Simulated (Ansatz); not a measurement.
Pressure series in NaI

Take NaI in the rock salt structure (space group Fm-3m, No. 225) as the base.

```xyz
2
Lattice="0.0000 3.2645 3.2645 3.2645 0.0000 3.2645 3.2645 3.2645 0.0000" Properties=species:S:1:pos:R:3 pbc="T T T"
I      0.0000     0.0000     0.0000
Na     3.2645     3.2645     3.2645
```

Cell and atoms are relaxed at each pressure.

The values are results of Ansatz (a quantum-chemistry and plane-wave program), PBE, PAW, cutoff 420 eV, no spin-orbit coupling, not measurements.

Notes on the quantities. enthalpy: H = E + PV relative to the base's energy.

```csv
change,lattice parameter a,band gap,enthalpy,gap character
base,652.9 pm,3.58 eV,–,direct at Γ
pressure −2 GPa,702.8 pm,3.11 eV,-0.48 eV/atom,direct at Γ
pressure −1 GPa,670.4 pm,3.39 eV,-0.23 eV/atom,direct at Γ
pressure 3 GPa,622.8 pm,3.99 eV,+0.60 eV/atom,direct at Γ
pressure 7 GPa,599.9 pm,4.40 eV,+1.31 eV/atom,direct at Γ
pressure 15 GPa,572.7 pm,4.56 eV,+2.56 eV/atom,"indirect, Γ → X"
pressure 30 GPa,544.0 pm,3.88 eV,+4.59 eV/atom,"indirect, Γ → X"
pressure 50 GPa,521.1 pm,3.16 eV,+6.93 eV/atom,"indirect, Γ → X"
pressure 75 GPa,502.2 pm,2.41 eV,+9.54 eV/atom,"indirect, Γ → X"
pressure 100 GPa,488.6 pm,1.78 eV,+11.90 eV/atom,"indirect, Γ → X"
```

Spin-orbit coupling, missing from the scalar runs, can matter with I. Load acts through the strain it causes; cell and atoms are relaxed under it. Stability against distortions was not tested. No other phases were tried under pressure.
